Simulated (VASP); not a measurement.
Runs of VASP 6.6.1 on CaF2 (Fluorite). Symmetry: Fm-3m, No. 225, cubic system. Conventional cell: a = 5.462 Å, b = 5.462 Å, c = 5.462 Å, α = 90.00°, β = 90.00°, γ = 90.00°. Ca (site symmetry m-3m) is surrounded by 8 F at 2.37 Å. F (site symmetry -43m) has 4 Ca at 2.37 Å as nearest neighbours. 

```tsv
level	potentials or basis	cell	k mesh	smearing	gap on the mesh (eV)	pressure (GPa)
PBE	VASP PAW PBE potentials, release 64 (Ca_sv, F)	volume scaled by 0.96	8 × 8 × 8	fermi-dirac 0.05 eV	(b)	6.5
PBEsol	VASP PAW PBE potentials, release 64 (Ca_sv, F)	Fm-3m, 13.58 Å³/atom	8 × 8 × 8	fermi-dirac 0.05 eV	7.09	-1.6
PBEsol	VASP PAW PBE potentials, release 64 (Ca_sv, F)	Fm-3m, 13.58 Å³/atom	10 × 10 × 10	methfessel-paxton 0.1 eV	7.09	-1.6
PBE+D4	VASP PAW PBE potentials, release 64 (Ca_sv, F)	Fm-3m, 14.39 Å³/atom	8 × 8 × 8	fermi-dirac 0.05 eV	(c)	(a)
PBE	VASP PAW PBE potentials, release 64 (Ca_sv, F)	volume scaled by 0.98	8 × 8 × 8	fermi-dirac 0.05 eV	7.40	4.4
LDA	VASP PAW LDA potentials, release 64 (Ca_sv, F)	Fm-3m, 13.58 Å³/atom	7 × 7 × 7	gaussian 0.05 eV	6.93	-6.0
```

Alike in all rows: task single point; no spin polarisation; cutoff (eV) 520.

**Question.** Fill in the values left out.

**Answer.** (a) -3.2; (b) 7.52; (c) 6.94.

Caveats: the PAW data sets were made with another functional, which shifts forces and pressure a little (some runs); an odd mesh through Γ misses points on the zone boundary, where band edges often lie (some runs).
